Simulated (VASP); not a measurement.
A run of VASP 6.6.1 is set up as follows.

File INCAR:

```
SYSTEM = SiGe3
PREC = Normal
ENCUT = 520
EDIFF = 1E-4
ISMEAR = 0
SIGMA = 0.15
LREAL = .False.
LASPH = .True.
NELM = 60
ALGO = Fast
ISIF = 3
LWAVE = .False.
LCHARG = .False.
GGA = PE
IBRION = 2
NSW = 24
EDIFFG = -0.08
```

The input KPOINTS:

```
regular mesh
0
Gamma
  5 5 4
  0 0 0
```

POSCAR

```
SiGe3
1.0
    3.9600000000      0.0000000000      0.0000000000
    0.0000000000      3.9600000000      0.0000000000
    0.0000000000      0.0000000000      5.6000000000
Si Ge
1 3
Direct
    0.0000000000      0.0000000000      0.0000000000
    0.5000000000      0.5000000000      0.5000000000
    0.5000000000      0.0000000000      0.7500000000
    0.0000000000      0.5000000000      0.2500000000
```

Potentials or basis: VASP PAW PBE potentials, release 64 (Si, Ge_d).

Run with:

```bash
$ cat potpaw_PBE.64/Si/POTCAR potpaw_PBE.64/Ge_d/POTCAR > POTCAR
$ mpirun -np 1 vasp_std > vasp.out
```

Question: Predict the relaxed cell.

Answer: a = 4.020 Å, b = 4.020 Å, c = 5.643 Å, α = 90.00°, β = 90.00°, γ = 90.00°.

Question: What does it give for the relaxed volume?

Answer: 22.80 Å³/atom.

The path:
| step | energy change (eV) | largest force (eV/Å) | pressure (GPa) | volume (Å³) |
| --- | --- | --- | --- | --- |
| 1 | 0.0000 | 0.5586 | 2.85 | 87.82 |
| 2 | -0.0442 | 0.0943 | 0.57 | 92.88 |
| 3 | -0.0331 | 0.0143 | -0.44 | 94.21 |
| 4 | -0.0382 | 0.1080 | -0.66 | 93.71 |
| 5 | -0.0416 | 0.1322 | -0.57 | 93.29 |
| 6 | -0.0430 | 0.1679 | -0.96 | 93.09 |
| 7 | -0.0513 | 0.0214 | 0.44 | 91.20 |

Caveat: the relaxation stopped at a loose force limit of 0.08 eV/Å, so its end isn't a converged minimum.
